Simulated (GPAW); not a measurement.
# WS2 in GPAW: single point with r2SCAN

Aim: the single point of WS2 with r2SCAN.

Program: GPAW 26.7.0. These are calculated values, not measurements. Logs are shortened: lines on timing, memory, paths and dates and some standing lists are left out, and cuts for length are marked. The log counts tension as positive stress, the text compression.

## (1) Starting point

The cell holds a slab with vacuum, 3 atoms: a = 3.184 Å, b = 3.184 Å, c = 16.951 Å, α = 90.00°, β = 90.00°, γ = 120.00°.

## (2) Single point, r2SCAN

run.py

```python
from ase.dft.bandgap import bandgap
from ase.io import write
from ase.spacegroup import crystal
from ase.units import GPa
from gpaw import GPAW, PW

# W 1a
# S 2h
atoms = crystal(['W', 'S'],
                basis=[[0.0, 0.0, 0.0],
                       [0.3333333333, 0.6666666667, 0.09200051]],
                spacegroup=187, setting=1,  # P-6m2
                cellpar=[3.18351636, 3.18351636, 16.95057789, 90.0, 90.0, 120.0],
                primitive_cell=True)

calc = GPAW(mode=PW(450),
            xc='MGGA_X_R2SCAN+MGGA_C_R2SCAN',
            kpts={'size': (8, 8, 2), 'gamma': True},
            occupations={'name': 'fermi-dirac', 'width': 0.05},
            nbands=25,
            maxiter=120,
            txt='gpaw.txt')
atoms.calc = calc
energy = atoms.get_potential_energy()
forces = atoms.get_forces()
stress = atoms.get_stress()
calc.write('gs.gpw')
write('result.traj', atoms)
print(f'Energy: {energy:.6f} eV')
print('Forces (eV/A):')
print(forces.round(4))
print('Stress (GPa):', (stress / GPa).round(3))
print('Fermi level:', round(calc.get_fermi_level(), 4), 'eV')
print(f'Gap: {bandgap(calc)[0]:.4f} eV, direct: {bandgap(calc, direct=True)[0]:.4f} eV')
```

Potentials or basis: GPAW PAW data sets (gpaw-data 1.2.1), pw.

Launch:

```sh
$ OMP_NUM_THREADS=1 python run.py
```

gpaw.txt:

```text
__  _  _
 | _ |_)|_||  |
 |__||  | ||/\| - 26.7.0

Input parameters:
  mode=PW(ecut=450.00000000000006),
  kpts=MonkhorstPack(size=(8, 8, 2), gamma=True),
  maxiter=120,
  nbands=25,
  occupations=Occupations(name='fermi-dirac', width=0.05),
  xc=XC(name='MGGA_X_R2SCAN+MGGA_C_R2SCAN')

Diagonalizing LCAO Hamiltonian
Converting LCAO to pw mode

         S

         S

       W

Atoms  # Å, Bohr magnetons
|   | symbol |         x |        y |         z |    initial magnetic moments |
|---|--------|-----------|----------|-----------|-----------------------------|
| 0 |      W |  0.000000 | 0.000000 |  0.000000 | ( 0.0000,  0.0000,  0.0000) |
| 1 |      S | -0.000000 | 1.838004 |  1.559462 | ( 0.0000,  0.0000,  0.0000) |
| 2 |      S | -0.000000 | 1.838004 | 15.391116 | ( 0.0000,  0.0000,  0.0000) |

Unit cell  # Å
| periodic |         x |        y |         z |   lengths |     angles |
|----------|-----------|----------|-----------|-----------|------------|
|      yes |  3.183516 | 0.000000 |  0.000000 |  3.183516 |  90.000000 |
|      yes | -1.591758 | 2.757006 |  0.000000 |  3.183516 |  90.000000 |
|      yes |  0.000000 | 0.000000 | 16.950578 | 16.950578 | 120.000000 |

Number of symmetries: 12
Symmetry operations  # r_c * U_cc + t_c -> r_c
|    | kind |            matrix            |
|----|------|------------------------------|
|  0 |  σ   |  1, 1, 0,  0,-1, 0,  0, 0, 1 |
|  1 |  C2  |  1, 1, 0,  0,-1, 0,  0, 0,-1 |
|  2 |  E   |  1, 0, 0,  0, 1, 0,  0, 0, 1 |
|  3 |  σ   |  1, 0, 0,  0, 1, 0,  0, 0,-1 |
|  4 |  C3  |  0, 1, 0, -1,-1, 0,  0, 0, 1 |
|  5 |  S3  |  0, 1, 0, -1,-1, 0,  0, 0,-1 |
|  6 |  σ   |  0,-1, 0, -1, 0, 0,  0, 0, 1 |
|  7 |  C2  |  0,-1, 0, -1, 0, 0,  0, 0,-1 |
|  8 |  σ   | -1, 0, 0,  1, 1, 0,  0, 0, 1 |
|  9 |  C2  | -1, 0, 0,  1, 1, 0,  0, 0,-1 |
| 10 |  C3  | -1,-1, 0,  1, 0, 0,  0, 0, 1 |
| 11 |  S3  | -1,-1, 0,  1, 0, 0,  0, 0,-1 |

BZ-sampling:
  Number of BZ points: 128
  Number of IBZ points: 20

  Monkhorst-Pack size: [8, 8, 2]
  Monkhorst-Pack shift: [0.0625, 0.0625, 0.25]

K-points  # in reciprocal-cell coordinates
|     |                                coordinates |     weight |
|-----|--------------------------------------------|------------|
|   0 | (  0.00000000,   0.00000000,   0.00000000) | 0.00781250 |
|   1 | (  0.00000000,   0.00000000,   0.50000000) | 0.00781250 |
|   2 | (  0.12500000,   0.00000000,   0.00000000) | 0.04687500 |
|   3 | (  0.12500000,   0.00000000,   0.50000000) | 0.04687500 |
|   4 | (  0.25000000,  -0.12500000,   0.00000000) | 0.04687500 |
|   5 | (  0.25000000,  -0.12500000,   0.50000000) | 0.04687500 |
|   6 | (  0.25000000,   0.00000000,   0.00000000) | 0.04687500 |
|   7 | (  0.25000000,   0.00000000,   0.50000000) | 0.04687500 |
|   8 | (  0.37500000,  -0.12500000,   0.00000000) | 0.09375000 |
|   9 | (  0.37500000,  -0.12500000,   0.50000000) | 0.09375000 |
| ... |                                            |            |
|  19 | (  0.50000000,   0.50000000,   0.50000000) | 0.02343750 |

Plane wave coefficients: 3287
Cutoff: 450.00000000000006 eV

Spin-components: 1 (collinear spins)
Bands:           25
Projectors:      16
Spin-degeneracy: 2
Datatype:        complex128

Parallelization:
  kpt:    1
  domain: 1
  band:   1

Density:
  Valence electrons: 26.0
  Components: 1
  Grid points: [16 16 84]
  Charge: 0.0  # |e|

Potential:
  Grid points: [16 16 84]

species:
  W:
    name:    Tungsten
    Z:       74.0
    valence: 14
    core:    60
    charge:  0.0  # [|e|]
    compensation charges:
      type: gauss
      rc: 0.40  # [Å]
      lmax: 2
    cutoffs:
      filter: 2.36  # [Å]
      core: 3.02  # [Å]
    projectors
    | kind |    occ | energy [eV] | rcut [Å] |
    |------|--------|-------------|----------|
    |   5s |  2.000 |     -78.830 |    1.344 |
    |   6s |  2.000 |      -5.697 |    1.344 |
    |   5p |  6.000 |     -43.233 |    1.355 |
    |   6p |  0.000 |      -1.367 |    1.355 |
    |   5d |  4.000 |      -4.494 |    1.228 |
    |    d |        |      22.717 |    1.228 |

    Using partial waves for W as LCAO basis

  S:
    name:    Sulfur
    Z:       16.0
    valence: 6
    core:    10
    charge:  0.0  # [|e|]
    compensation charges:
      type: gauss
      rc: 0.24  # [Å]
      lmax: 2
    cutoffs:
      filter: 1.77  # [Å]
      core: 1.66  # [Å]
    projectors
    | kind |    occ | energy [eV] | rcut [Å] |
    |------|--------|-------------|----------|
    |   3s |  2.000 |     -17.254 |    0.974 |
    |   3p |  4.000 |      -7.008 |    0.979 |
    |    s |        |       9.957 |    0.974 |
    |    p |        |      20.203 |    0.979 |
    |    d |        |       0.000 |    0.900 |

    Using partial waves for S as LCAO basis

Reference energy: -460486.911450  # eV

eigensolver:
  PPCG
  Converge bands: occupied
  niter=2

density mixing:
  MSR1-Mixer
  Pratt-step length: 0.05
  Maximum mixing coefficient: 0.75
  Old densities: 10
  SVD Regularization: 0.005
  Good broyden scale: 1.0
  Trust region scale: 1.0
  Backstep threshold: 4.0
  History deletion threshold: 6.0
  Fourier metric: weight=20.0, sigma=0.015

occupation numbers:
  Fermi-Dirac:
    width: 0.0500  # eV

poisson solver:
  ecut: 3600.0000000000005  # eV

xc functional:
  name: MGGA_X_R2SCAN+MGGA_C_R2SCAN with 2 nearest neighbor stencil

convergence criteria:
- Maximum [total energy] change in last 3 cyles: 0.0005 eV / valence electron
- Maximum integral of absolute [dens]ity change: 0.0001 electrons / valence electron
- Maximum integral of absolute [eigenst]ate change: 4e-08 eV^2 / valence electron
maximum number of iterations: 120

SCF iterations
|iter     | |      energy | eigst |  dens |
|---------|-|-------------|-------|-------|
|iter:   1| |  -49.620832 | +0.20 |       |
|iter:   2| |  -43.797777 | -1.24 | -1.19 |
|iter:   3| |  -43.785155 | -1.56 | -1.22 |
|iter:   4| |  -43.743041 | -2.08 | -1.45 |
|iter:   5| |  -43.732143 | -2.80 | -1.69 |
|iter:   6| |  -43.732855c| -3.00 | -1.92 |
|iter:   7| |  -43.733330c| -3.86 | -2.77 |
|iter:   8| |  -43.733372c| -4.73 | -3.20 |
|iter:   9| |  -43.733372c| -5.41 | -4.02c|
|iter:  10| |  -43.733372c| -5.98 | -4.58c|
|iter:  11| |  -43.733372c| -6.50 | -5.18c|
|iter:  12| |  -43.733372c| -7.01 | -5.95c|
|iter:  13| |  -43.733372c| -7.44c| -6.42c|

Converged in 13 steps
Energy contributions relative to reference atoms: (reference = -460486.911450)

Energy contributions:
  Kinetic:          16.026467
  Coulomb:         -17.723221
  Zero:             -0.165258
  External:          0.000000
  Xc:              -41.871360
  Entropy:          -0.000000
  Spinorbit:         0.000000
  ----------------------------
  Free energy:     -43.733372
  Extrapolated:    -43.733372

dipole moment: (-9.341474, -8.265735, -62.983700)  # |e|*Ang

Fermi level: 0.186
Eigenvalues  # (at kpt = [0.000, 0.000, 0.000])
| band index |      eig [eV] | occ [0-2] |
|------------|---------------|-----------|
|          0 |       -76.728 |     2.000 |
|        ... |               |           |
|          5 |       -14.680 |     2.000 |
|          6 |        -7.524 |     2.000 |
|          7 |        -4.000 |     2.000 |
|          8 |        -3.999 |     2.000 |
|          9 |        -3.139 |     2.000 |
|         10 |        -2.713 |     2.000 |
[... 8 lines left out ...]
|         19 |         5.258 |     0.000 |
|         20 |         6.282 |     0.000 |
|        ... |               |           |
|         24 |        10.106 |     0.000 |

Gap: 2.158 eV
Transition (v -> c):
  (s=0, k=1, n=12, [0.00, 0.00, 0.50]) -> (s=0, k=13, n=13, [0.38, 0.38, 0.50])
Direct/indirect transitions are different
Direct gap: 2.385 eV
Transition at: (s=0, k=12, n=12, [0.38, 0.38, 0.00])

Forces  # eV/Ang
|        x |        y |        z |
|----------|----------|----------|
| -0.00000 |  0.00000 |  0.00000 |  # W    0
| -0.00000 | -0.00000 | -0.02579 |  # S    1
| -0.00000 | -0.00000 |  0.02579 |  # S    2

Stress tensor  # eV/Ang^3
|        x |        y |        z |
|----------|----------|----------|
| 0.000825 | 0.000000 | 0.000000 |
| 0.000000 | 0.000825 | 0.000000 |
| 0.000000 | 0.000000 | 0.001040 |

# Writing to gs.gpw (mode='')
```

It took 65 s on 1 thread of Arm Neoverse V2, shared host; peak memory 0.33 GiB.

Results:

- Free energy: -43.7334 eV
- Largest force: 0.026 eV/Å
- Band gap on the k mesh: 2.16 eV, indirect (least direct gap 2.39 eV)

Forces on the atoms (eV/Å):
```
W    0.000  0.000  0.000
S    0.000  0.000 -0.026
S    0.000  0.000  0.026
```

Caveat: the cutoff is short for stress and forces, so pressures can be off by a GPa or more; the PAW data sets were made with another functional, which shifts forces and pressure a little; spin-orbit coupling is left out, which moves the levels of the heavy elements.
